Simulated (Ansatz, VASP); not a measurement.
# SiC (Moissanite 3C) in two plane-wave programs, part 2 of 2

One calculation is typed for both programs; each brings its own data sets. How far apart do they land? The cell is taken from a series of runs on this material, whose earlier steps may have relaxed, scaled, displaced or heated it; both programs get it as it stands.

VASP 6.6.1 and Ansatz 0.2.0.

So far: Set-up; VASP: zone-centre phonons, LDA, pair 1; Ansatz: zone-centre phonons, LDA, pair 1; Differences.

## (5) VASP: zone-centre phonons, LDA, pair 2

Level of this step: LDA; plane waves and PAW (C, Si) (VASP).

Second derivatives magnify differences that forces hide, and they need a tight electronic threshold. The cell compared in this pair holds 20.56 Å³, against 20.42 Å³ for the pair before.

File INCAR:

```
SYSTEM = SiC
PREC = Accurate
ENCUT = 600
EDIFF = 1E-08
NELM = 120
ISMEAR = 0
SIGMA = 0.01
LREAL = .FALSE.
ALGO = Normal
GGA = CA
NBANDS = 10
LORBIT = 11
LWAVE = .FALSE.
LCHARG = .FALSE.
ISIF = 2
IBRION = 8
LASPH = .TRUE.
GGA_COMPAT = .FALSE.
EFERMI = MIDGAP
KPAR = 2
```

File POSCAR:

```
SiC
1.0
    0.0203188650      2.1875059468      2.1480386819
    2.1875059468      0.0203188650      2.1480386819
    2.2078248118      2.2078248118      0.0000000001
C Si
1 1
Direct
    0.7509129757      0.7509129757      0.7490870243
    0.9990870243      0.9990870243      0.0009129757
```

File KPOINTS:

```
Automatic mesh
0
Gamma
12 12 12
0 0 0
```

The projector-augmented-wave data sets are C and Si (LDA family, release 64).

On the command line:

```
$ mpirun -np 2 vasp_std
```

Numbers of over 12 decimals in the logs are rounded to 6 here.

What it wrote:

```text
[... set-up lines as in an earlier step ...]
 entering main loop
       N       E                     dE             d eps       ncg     rms          rms(c)
DAV:   1     0.437084149465E+01    0.43708E+01   -0.43329E+03  5832   0.761E+02
DAV:   2    -0.179841125684E+02   -0.22355E+02   -0.21065E+02  7352   0.119E+02
DAV:   3    -0.186849540179E+02   -0.70084E+00   -0.69969E+00  6674   0.187E+01
DAV:   4    -0.186880149419E+02   -0.30609E-02   -0.30606E-02  6518   0.155E+00
[...]
DAV:  11    -0.166339582523E+02   -0.45122E-06   -0.37137E-06  6698   0.131E-02    0.135E-02
DAV:  12    -0.166339580205E+02    0.23180E-06   -0.66760E-07  5878   0.452E-03    0.126E-03
DAV:  13    -0.166339580182E+02    0.23008E-08   -0.75188E-08  6352   0.169E-03
   1 F= -.16633958E+02 E0= -.16633958E+02  d E =0.000000E+00
 Linear response reoptimize wavefunctions to high precision
DAV:   1    -0.166339580180E+02    0.20452E-09   -0.19728E-09  4876   0.305E-04
DAV:   2    -0.166339580180E+02   -0.62528E-11   -0.10239E-10  2946   0.839E-05
 Linear response DOF=           4
 Linear response progress:
[...]
RMM:   8    -0.143577750475E-01   -0.72810E-07   -0.10650E-08 30380   0.449E-05    0.194E-05
RMM:   9    -0.143578009803E-01   -0.25933E-07   -0.63203E-10 29737   0.181E-05    0.317E-06
RMM:  10    -0.143577942202E-01    0.67601E-08    0.83184E-09 29483   0.818E-06    0.116E-06
 first order change of Fermi-energy   0.78122E-05
 force on displaced ion       2 direction 1 : -19.125   0.569   0.000
 Linear response progress:
  Degree of freedom:   4/  4
       N       E                     dE             d eps       ncg     rms          rms(c)
RMM:   1    -0.159603436770E-01   -0.15960E-01   -0.59731E-03 13115   0.861E-01
RMM:   2    -0.141925868815E-01    0.17678E-02   -0.57192E-04  8613   0.188E-01    0.129E-01
RMM:   3    -0.140903378168E-01    0.10225E-03   -0.46327E-05  8759   0.461E-02    0.734E-02
RMM:   4    -0.141431004153E-01   -0.52763E-04   -0.43083E-05  8842   0.447E-02    0.874E-03
[...]
RMM:   8    -0.141303906144E-01    0.25418E-06   -0.36475E-09  9485   0.700E-05    0.251E-05
RMM:   9    -0.141304586100E-01   -0.67996E-07   -0.83016E-10  9537   0.222E-05    0.313E-06
RMM:  10    -0.141304499466E-01    0.86634E-08    0.18427E-09  9504   0.860E-06    0.170E-06
 first order change of Fermi-energy   0.18976E+00
 force on displaced ion       2 direction 3 :   0.000   0.000 -18.982
 Linear response finished
```

From OUTCAR (step 5):

```text
  Total       -0.5454780     -0.5454780      0.0288772     -0.5788407     -0.0000000     -0.0000000
  in kB      -42.5162252    -42.5162252      2.2507812    -45.1166214     -0.0000000     -0.0000000
  external PRESSURE =     -27.5938897 kB  Pullay stress =       0.0000000 kB

 POSITION                                       TOTAL-FORCE (eV/Angst)
 -----------------------------------------------------------------------------------
      3.31174      3.31174      3.22598        -0.000000     -0.000000      0.000445
      2.20782      2.20782      4.29216         0.000000      0.000000     -0.000445
 -----------------------------------------------------------------------------------
    total drift:                               -0.000000     -0.000000     -0.000042

[... 1 part as in an earlier step ...]

[... 1 further part left out ...]
```

## (6) Ansatz: zone-centre phonons, LDA, pair 2

The same cell, functional (in two slightly different forms) and mesh now go to Ansatz, which takes its cutoff from its data sets.

The cell is taken from a series of runs on this material, whose earlier steps may have relaxed, scaled, displaced or heated it; both programs get it as it stands.

File input.yaml:

```yaml
crystal:
  lattice:
    - [0.020318865, 2.1875059468, 2.1480386819]
    - [2.1875059468, 0.020318865, 2.1480386819]
    - [2.2078248118, 2.2078248118, 1.0e-10]
  atoms:
    - { symbol: C, position: [0.7509129757, 0.7509129757, 0.7490870243] }
    - { symbol: Si, position: [-0.0009129757, -0.0009129757, 0.0009129757] }
kpoints:
  mp_grid: { grid: [12, 12, 12] }
hamiltonian:
  xc: lda
  pseudopotentials: { kind: paw, azcp: { folder: soft_1 }, xc_functional: pbe }
scf:
  occupations: { method: fixed }
output:
  eigenvalues: true
phonons:
  method: dfpt
```

On the command line:

```
$ ansatz run input.yaml --threads 4 --pin off --max-ram 10240MiB --backend cpu --events-out ev --progress --plain --runs-dir out
```

What it wrote:

```text
[...]
Crystal: 2 atoms, lattice volume = 20.556 Å³
Basis set: ecut = 420 eV, 411 PW (Γ), exchange–correlation on 48×48×48 points (8 copies of the dense FFT grid, shifted against one another)
Bands: 8, of which v1, the nominal top of the filled ones, is band 4 counted from 1 (3 counted from 0)
Symmetry: 4 space group operations
k-points: 476 of 1728 (irreducible under 2 space group operations, time reversal used)
[...]
SCF converged after 9 iterations
Free energy (F): -852.193617 eV
[...]
Internal energy: -852.193617 eV  (E = F + TS)
E sigma→0 (E₀):  -852.193617 eV
Fermi energy:    9.407615 eV
[...]
--- Band table (eV; the first three rows and the last of 476) ---
[...]
ASR residual: 2.079e-5 → 0.000e0 eV/Å²; symmetrization residual: 3.576e-7 eV/Å²
  ASR residual per site (eV/Å²): 2.08e-5 8.90e-6
  Γ frequencies (cm⁻¹): 0.00 0.00 0.00 774.33 783.30 797.85
[...]
```

## (7) Side by side

The two programs side by side:

```tsv
quantity	Ansatz	VASP	difference
optical mode 1 (cm⁻¹)	774.3	774.4	-0.01 %
optical mode 2 (cm⁻¹)	783.3	783.3	+0.00 %
optical mode 3 (cm⁻¹)	797.9	797.8	+0.00 %
```

Modes are paired by rising frequency, not by their patterns, so a pair may set unlike modes beside each other; they are those without the splitting of longitudinal modes.

## (8) VASP: zone-centre phonons, LDA, pair 3

Second derivatives magnify differences that forces hide, and they need a tight electronic threshold. The cell compared in this pair holds 20.69 Å³, against 20.56 Å³ for the pair before.

INCAR is that of step 5.

File POSCAR:

```
SiC
1.0
    0.0304766896      2.1989934635      2.1395697538
    2.1989934635      0.0304766896      2.1395697538
    2.2294701531      2.2294701531      0.0000000001
C Si
1 1
Direct
    0.7513313210      0.7513313210      0.7486686790
    0.9986686790      0.9986686790      0.0013313210
```

KPOINTS is that of step 5.

On the command line:

```
$ mpirun -np 2 vasp_std
```

What it wrote:

```text
[... set-up lines as in an earlier step ...]
 entering main loop
       N       E                     dE             d eps       ncg     rms          rms(c)
DAV:   1     0.383807364926E+01    0.38381E+01   -0.43678E+03  5792   0.762E+02
DAV:   2    -0.179204180783E+02   -0.21758E+02   -0.20610E+02  7246   0.118E+02
DAV:   3    -0.186523774631E+02   -0.73196E+00   -0.73042E+00  6718   0.188E+01
DAV:   4    -0.186557357149E+02   -0.33583E-02   -0.33579E-02  6378   0.158E+00
[...]
DAV:  12    -0.166204017447E+02    0.23250E-06   -0.68005E-07  5894   0.481E-03    0.178E-03
DAV:  13    -0.166204017403E+02    0.44383E-08   -0.11756E-07  6294   0.204E-03    0.581E-04
DAV:  14    -0.166204017399E+02    0.37267E-09   -0.35893E-09  2922   0.414E-04
   1 F= -.16620402E+02 E0= -.16620402E+02  d E =0.000000E+00
 Linear response reoptimize wavefunctions to high precision
DAV:   1    -0.166204017400E+02   -0.46157E-10   -0.40286E-10  3202   0.166E-04
 Linear response DOF=           4
 Linear response progress:
  Degree of freedom:   1/  4
[...]
RMM:   8    -0.143709880629E-01   -0.74745E-07   -0.10100E-09 30428   0.406E-05    0.192E-05
RMM:   9    -0.143710141276E-01   -0.26065E-07    0.22924E-09 29702   0.137E-05    0.315E-06
RMM:  10    -0.143710068921E-01    0.72355E-08    0.49752E-09 29459   0.381E-06    0.117E-06
 first order change of Fermi-energy   0.79852E-05
 force on displaced ion       2 direction 1 : -18.833   0.886   0.000
 Linear response progress:
  Degree of freedom:   4/  4
       N       E                     dE             d eps       ncg     rms          rms(c)
RMM:   1    -0.158376860473E-01   -0.15838E-01   -0.58346E-03 13125   0.856E-01
RMM:   2    -0.141188565823E-01    0.17188E-02   -0.56637E-04  8609   0.187E-01    0.127E-01
RMM:   3    -0.140118655384E-01    0.10699E-03   -0.45715E-05  8761   0.457E-02    0.726E-02
RMM:   4    -0.140544718794E-01   -0.42606E-04   -0.40095E-05  8834   0.433E-02    0.910E-03
[...]
RMM:   8    -0.140430380158E-01    0.27587E-06   -0.31680E-09  9456   0.731E-05    0.247E-05
RMM:   9    -0.140431103128E-01   -0.72297E-07    0.23087E-10  9550   0.196E-05    0.351E-06
RMM:  10    -0.140431034385E-01    0.68743E-08    0.31807E-10  9624   0.556E-06    0.198E-06
 first order change of Fermi-energy   0.29087E+00
 force on displaced ion       2 direction 3 :  -0.000  -0.000 -18.655
 Linear response finished
```

Parts of OUTCAR (step 8):

```text
  Total       -0.8153563     -0.8153563      0.0290533     -0.8506367     -0.0000000     -0.0000000
  in kB      -63.1447339    -63.1447339      2.2500124    -65.8769984     -0.0000000     -0.0000000
  external PRESSURE =     -41.3464851 kB  Pullay stress =       0.0000000 kB

 POSITION                                       TOTAL-FORCE (eV/Angst)
 -----------------------------------------------------------------------------------
      3.34421      3.34421      3.21505         0.000000      0.000000      0.000984
      2.22947      2.22947      4.27344        -0.000000     -0.000000     -0.000984
 -----------------------------------------------------------------------------------
    total drift:                                0.000000      0.000000     -0.000086

[... 1 part as in an earlier step ...]

[... 1 further part left out ...]
```

## (9) Ansatz: zone-centre phonons, LDA, pair 3

The same cell, functional (in two slightly different forms) and mesh now go to Ansatz, which takes its cutoff from its data sets.

The cell is taken from a series of runs on this material, whose earlier steps may have relaxed, scaled, displaced or heated it; both programs get it as it stands.

input.yaml, the sections that differ from step 6:

```yaml
crystal:
  lattice:
    - [0.0304766896, 2.1989934635, 2.1395697538]
    - [2.1989934635, 0.0304766896, 2.1395697538]
    - [2.2294701531, 2.2294701531, 1.0e-10]
  atoms:
    - { symbol: C, position: [0.751331321, 0.751331321, 0.748668679] }
    - { symbol: Si, position: [-0.001331321, -0.001331321, 0.001331321] }
# kpoints, hamiltonian, scf, output, phonons: as in step 6
```

On the command line:

```
$ ansatz run input.yaml --threads 4 --pin off --max-ram 10240MiB --backend cpu --events-out ev --progress --plain --runs-dir out
```

What it wrote:

```text
[...]
Crystal: 2 atoms, lattice volume = 20.688 Å³
Basis set: ecut = 420 eV, 403 PW (Γ), exchange–correlation on 48×48×48 points (8 copies of the dense FFT grid, shifted against one another)
Bands: 8, of which v1, the nominal top of the filled ones, is band 4 counted from 1 (3 counted from 0)
Symmetry: 4 space group operations
k-points: 476 of 1728 (irreducible under 2 space group operations, time reversal used)
[...]
SCF converged after 8 iterations
Free energy (F): -852.179738 eV
[...]
Internal energy: -852.179738 eV  (E = F + TS)
E sigma→0 (E₀):  -852.179738 eV
Fermi energy:    9.363855 eV
[...]
--- Band table (eV; the first three rows and the last of 476) ---
[...]
ASR residual: 9.010e-5 → 0.000e0 eV/Å²; symmetrization residual: 3.288e-7 eV/Å²
  ASR residual per site (eV/Å²): 9.01e-5 5.84e-5
  Γ frequencies (cm⁻¹): 0.00 0.00 0.00 761.42 776.45 798.34
[...]
```

## (10) Side by side

Compared:

```tsv
quantity	Ansatz	VASP	difference
optical mode 1 (cm⁻¹)	761.4	761.6	-0.03 %
optical mode 2 (cm⁻¹)	776.5	776.5	-0.01 %
optical mode 3 (cm⁻¹)	798.3	798.3	+0.00 %
```

Modes are paired by rising frequency, not by their patterns, so a pair may set unlike modes beside each other; they are those without the splitting of longitudinal modes.

## (11) What came out

- r.m.s. difference of the optical zone-centre modes, each program's sorted by frequency (zone-centre phonons, LDA, pair 1): 0.071 cm⁻¹
- r.m.s. difference of the optical zone-centre modes, each program's sorted by frequency (zone-centre phonons, LDA, pair 2): 0.038 cm⁻¹
- r.m.s. difference of the optical zone-centre modes, each program's sorted by frequency (zone-centre phonons, LDA, pair 3): 0.12 cm⁻¹

**Reading.** The r.m.s. difference of the optical zone-centre modes, each program's sorted by frequency is 0.071 cm⁻¹ (zone-centre phonons, LDA, pair 1). How closely two codes agree says nothing of how well the functional describes the real material.

[Lines on the potential files, build, host, timing and source positions are cut from VASP's logs without a mark.]

[Logs are printed without paths, hosts, clocks, repeated set-up lines and the standing remarks that a program may print on its own settings, such as how far it seeks lower states.]

[Hosts, paths, dates, database ids (printed as entryN), source tags and the programs' standing remarks are cut or masked in the printed files.]
